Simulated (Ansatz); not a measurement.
The system is Nb.

```
Nb
1.0
    -1.66395    1.66395    1.66395
     1.66395   -1.66395    1.66395
     1.66395    1.66395   -1.66395
Nb
1
Direct
  0.00000 0.00000 0.00000
```

Below is the output of Ansatz 0.2.0 for this cell. Logs are shortened: lines on timing, memory, paths and dates and some standing lists are left out, and cuts for length are marked.

```text
Warning: RAYON_NUM_THREADS=1 ignored (pool sized by the plan → 1); use --threads N
LAPW: plane waves up to 7.558 Å⁻¹, error target 1.0e-3 eV per atom; Nb in spheres of 1.441 Å, 29 of its electrons in bands, Dirac shells [] (how accurate: hamiltonian.pseudopotentials.lapw.basis_error, Limitations)
Engine: ansatz 0.2.0, x86_64-unknown-linux-gnu
Pseudopotentials: kind: all_electron
Pseudopotential: Nb, LAPW, valence charge 29, lapw/all_electron/none/Nb, Schrödinger's equation, point nucleus
Functional definition: PBEsol
  exchange = pbesol_x
  correlation = pbesol_c
Crystal: 1 atoms, lattice volume = 18.428 Å³
Basis set: ecut = 217.63647376059157 eV, 141 PW (Γ), exchange–correlation at level 2
Bands: 19, of which v1, the nominal top of the filled ones, is band 15 counted from 1 (14 counted from 0)
Symmetry: 48 space group operations
Space group: Im-3m (ITA 229), of the structure as read, at distance tolerance 2.6e-5 Å
k-points: 56 of 1331
Non-local potential: Nb, projectors of the file, none
Initial density: superposition of atomic densities (chi_scale 0.1, normalization cell)
Initial wavefunctions: plane waves of lowest kinetic energy (no species holds an atomic orbital)
Functional: x = pbesol(κ = 0.804, μ = 0.12345679012345678), c = pbesol(β = 0.046)
iter 1 solved again at ethr=7.64e-4 eV; its pass at ethr=1.00e-1 eV (dr2=2.21e-1 eV) is discarded
SCF iter   1: F=—  HF=-102135.514468 eV  |F-HF|=—  |Δ(HF+E_count)|=         —  Δρ=4.13e-2  dr2=2.23e-1  ethr=7.64e-4  ⟨swp⟩=2.5  Hψ=6548  notcnv=0
preconditioner: auto → Kerker (q_TF=auto, 2.942 Å⁻¹)  [metal: Δε(μ)=0.006 eV  Ē_g=7.644 eV  σ=0.050 eV  W_gap=0.03  n_scr=12 (ndim 8)  ℏωp=19.3 eV  f_vac=0.000  D(μ)=1.64/eV (n_scr^D=18)]
SCF iter   2: F=—  HF=-102135.046203 eV  |F-HF|=—  |Δ(HF+E_count)|=   4.68e-1  Δρ=1.73e-2  dr2=4.54e-2  ethr=7.64e-4  ⟨swp⟩=2.1  Hψ=3302  notcnv=0
SCF iter   3: F=—  HF=-102135.028556 eV  |F-HF|=—  |Δ(HF+E_count)|=         —  Δρ=9.78e-3  dr2=1.72e-2  ethr=1.56e-4  ⟨swp⟩=2.0  Hψ=2999  notcnv=0
the basis was enlarged: its passes take 205.5 KiB over the memory plan, 1 of 1 planned eigensolver slots
SCF iter   4: F=—  HF=-102135.027678 eV  |F-HF|=—  |Δ(HF+E_count)|=   8.78e-4  Δρ=3.90e-3  dr2=3.36e-3  ethr=5.91e-5  ⟨swp⟩=2.0  Hψ=2940  notcnv=0
iter 5 solved again at ethr=8.15e-7 eV; its pass at ethr=1.16e-5 eV (dr2=2.36e-4 eV) is discarded
SCF iter   5: F=—  HF=-102135.028042 eV  |F-HF|=—  |Δ(HF+E_count)|=   3.64e-4  Δρ=1.06e-3  dr2=2.36e-4  ethr=8.15e-7  ⟨swp⟩=2.0  Hψ=5180  notcnv=0
SCF iter   6: F=—  HF=-102135.028038 eV  |F-HF|=—  |Δ(HF+E_count)|=   4.14e-6  Δρ=2.26e-4  dr2=5.44e-6  ethr=8.14e-7  ⟨swp⟩=2.0  Hψ=3066  notcnv=0
SCF iter   7: F=-102135.028038 eV  HF=-102135.028038 eV  |F-HF|=2.44e-8  |Δ(HF+E_count)|=   1.26e-7  Δρ=1.88e-5  dr2=2.63e-8  ethr=1.87e-8  ⟨swp⟩=2.0  Hψ=3066  notcnv=0
SCF 1 converged in 7 iterations: F = -102135.028038 eV  dr2 = 2.63e-8
NSCF: frozen V_eff on 51 k-points
SCF converged after 7 iterations
Free energy (F): -102135.028038 eV
Harris-Foulkes:  -102135.028038 eV  (|F-HF|=2.44e-8)
Internal energy: -102135.011652 eV  (E = F + TS)
E sigma→0 (E₀):  -102135.019845 eV
Entropy (-TS):   -0.016387 eV (-16.387 meV/atom)
Fermi energy:    19.277618 eV
--- Per-component energies (eV) ---
  E_band       = -3703.593844
  E_kinetic    = 102075.999153
  E_xc         = -3123.295127
  E_electrostatic = -201087.715677  (all electrons and nuclei)
  E_smearing   = -0.016387  (= −TS)
  E_closure    = 0.000000  (closes the sum)
  E_atoms      = -102124.607318  (free atoms, spherical and without spin; not in F)
  Σ components = -102135.028038   (vs F -102135.028038, Δ=0.00e0)
  Basis errors (estimates in eV, not in F): energy 2.4e-4 per atom: plane waves 1.9e-4 (1.0e-4 summed), levels above the bands 1.5e-87, relativity 0.0e0, radial functions 4.8e-5, core shells 1.8e-7; eigenvalues (radial functions only) 3.1e-6; not estimated: angular momenta, meshes, grids; target (lapw.basis_error) 1.0e-3; muffin-tin radii Nb 1.441 Å
--- Forces (eV/Å), atoms counted from 1 ---
  atom   1  Nb    -0.00000000     0.00000000     0.00000000
  max |Σ_I F_I| component: 1.12e-30 eV/Å
--- Stress (GPa, compression-positive) ---
       -7.687694      -0.000000      -0.000000
       -0.000000      -7.687694      -0.000000
       -0.000000      -0.000000      -7.687694
  P = ⅓ Tr σ = -7.6877 GPa (-76.877 kbar)
--- Band table (eV; the first three rows and the last of 56) ---
  k-point 0: bands = ["-318.0886", "-318.0886", "-318.0886", "-175.8912", "-175.8912", "-175.8736", "-175.8736", "-175.8736", "-31.8878", "-9.6165", "-9.6165", "-9.6165", "14.0890", "19.5395", "19.5395", "19.5395", "22.3205", "22.3205", "33.4083"]
  k-point 1: bands = ["-318.0886", "-318.0886", "-318.0886", "-175.8912", "-175.8912", "-175.8736", "-175.8736", "-175.8736", "-31.8657", "-9.7309", "-9.6515", "-9.6175", "14.4072", "19.3457", "19.4915", "19.8548", "22.0510", "22.3249", "33.6537"]
  k-point 2: bands = ["-318.0886", "-318.0886", "-318.0886", "-175.8912", "-175.8912", "-175.8736", "-175.8736", "-175.8736", "-31.8059", "-10.0309", "-9.7444", "-9.6201", "15.2192", "18.8711", "19.2800", "20.7668", "21.7545", "22.3721", "33.9427"]
  k-point 55: bands = ["-318.0886", "-318.0886", "-318.0886", "-175.8912", "-175.8912", "-175.8736", "-175.8736", "-175.8736", "-31.4118", "-10.5413", "-10.5202", "-10.5202", "15.7227", "15.7793", "24.0146", "24.0146", "24.3967", "28.0344", "29.1520"]
```

Problem. Write the input and the command behind it.

Solution. Band structure with PBEsol, no spin polarisation. The files as run (others can give the same):

input.yaml
```yaml
crystal:
  lattice:
    - [-1.66395, 1.66395, 1.66395]
    - [1.66395, -1.66395, 1.66395]
    - [1.66395, 1.66395, -1.66395]
  atoms:
    - { symbol: Nb, position: [0.0, 0.0, 0.0] }
kpoints:
  mp_grid: { grid: [11, 11, 11] }
  band_path:
    path:
      - [0.0, 0.0, 0.0]
      - [0.5, -0.5, 0.5]
      - [0.0, 0.0, 0.5]
      - [0.0, 0.0, 0.0]
      - [0.25, 0.25, 0.25]
      - [0.5, -0.5, 0.5]
    npoints: 10
scf:
  occupations: { method: fermi_dirac, width: 0.05 }
hamiltonian:
  xc: pbesol
  pseudopotentials:
    kind: all_electron
    lapw: { basis_error: 0.001 }
    relativity: none
output:
  forces: true
  stress: true
  eigenvalues: true
```

Potentials or basis: all-electron LAPW, non-relativistic.
Launch:
```console
$ ansatz run input.yaml --threads 1 --pin off --max-ram 3072MiB --backend cpu --events-out ev --progress --plain --runs-dir out
```

Caveat: relativity is left out, which matters for the heavier elements.
